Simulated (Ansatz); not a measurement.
GaN under changes of volume

One of the cells (9.735 Å³/atom); the others are scaled copies at fixed shape and fractional positions:

```
CELL_PARAMETERS angstrom
0.00000 2.13524 2.13524
2.13524 0.00000 2.13524
2.13524 2.13524 0.00000
ATOMIC_POSITIONS crystal
Ga 0.00000 0.00000 0.00000
N 0.50000 0.50000 0.50000
```

Measurements of this composition are mostly on another form, of space group No. 186.

| Quantity | Value |
| --- | --- |
| Program | Ansatz 0.2.0 |
| Functional | PBE |
| Potentials or basis | all-electron LAPW, scalar-relativistic |
| Cutoff | 375 eV (chosen from the basis error) |
| Basis error allowed | 0.0005 eV/atom |
| k mesh | 11 × 11 × 11 |
| Occupations | fermi-dirac, width 0.05 eV |
| Spin | no spin polarisation |

| volume (Å³/atom) | energy over the lowest point (meV/atom) | pressure (GPa) | gap on the mesh (eV) |
| --- | --- | --- | --- |
| 9.151 | ? | ? | ? |
| 9.346 | 10.16 | 9.0 | 0.81 |
| 9.540 | 2.24 | 4.1 | 0.68 |
| 9.735 | 0.00 | -0.3 | 0.55 |
| 9.930 | 2.83 | -4.2 | 0.43 |
| 10.124 | 10.19 | -7.7 | 0.32 |
| 10.319 | 21.59 | -10.8 | 0.21 |

Q: What does the run at 9.151 Å³/atom give?

A: Energy over the lowest point 24.44 meV/atom; pressure 14.6 GPa; gap on the mesh 0.94 eV.

Worked out: A Birch-Murnaghan fit of order 3 (a polynomial in V^(-2/3)) to the other rows has its minimum at 9.72 Å³/atom with B0 = V·E''(V) = 210 GPa and B' = 4.8. It gives 24.53 meV/atom at 9.151 Å³/atom, against the run's 24.44, and -dE/dV = 14.7 GPa, against 14.6. A straight line through the other rows of the gap, of slope -6.06 eV per unit of ln V, extrapolates to 0.93 eV, against the run's 0.94.

Energies are extrapolated to zero smearing.

Caveats: an odd mesh through Γ misses points on the zone boundary, where band edges often lie. Spin-orbit coupling on Ga is left out.
